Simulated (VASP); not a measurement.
Input of a VASP 6.6.1 run:

INCAR

```
SYSTEM = KF
PREC = Accurate
ENCUT = 600
EDIFF = 1E-6
ISMEAR = 0
SIGMA = 0.03
LREAL = .FALSE.
LASPH = .TRUE.
NELM = 80
ALGO = Normal
ISIF = 3
LWAVE = .FALSE.
LCHARG = .FALSE.
GGA = PS
IBRION = 2
NSW = 90
EDIFFG = -0.01
```

The input KPOINTS:

```
regular mesh
0
G
  10 10 10
  0 0 0
```

Contents of POSCAR:

```
KF
1.0
    0.0000000000      2.6718500000      2.6718500000
    2.6718500000      0.0000000000      2.6718500000
    2.6718500000      2.6718500000      0.0000000000
K F
1 1
Direct
    0.0000000000      0.0000000000      0.0000000000
    0.5000000000      0.5000000000      0.5000000000
```

Potentials or basis: VASP PAW PBE potentials, release 64 (K_sv, F).

Run with:

```console
$ cat potpaw_PBE.64/K_sv/POTCAR potpaw_PBE.64/F/POTCAR > POTCAR
$ mpirun -np 1 vasp_std > vasp.out
```

Problem. Predict the band gap on the k mesh.

Solution. 6.12 eV, direct.

Problem. Predict the relaxed volume.

Solution. 18.73 Å³/atom.

Problem. Estimate the relaxed cell.

Solution. a = 3.756 Å, b = 3.756 Å, c = 3.756 Å, α = 60.00°, β = 60.00°, γ = 60.00°.

The path:
```
step  energy change (eV)  largest force (eV/Å)  pressure (GPa)  volume (Å³)
   1              0.0000                0.0000           -0.62        38.15
   2             -0.0012                0.0000           -0.31        37.74
   3             -0.0015                0.0000           -0.07        37.47
```

Caveat: the PAW data sets were made with another functional, which shifts forces and pressure a little. A k mesh can miss the band edges.
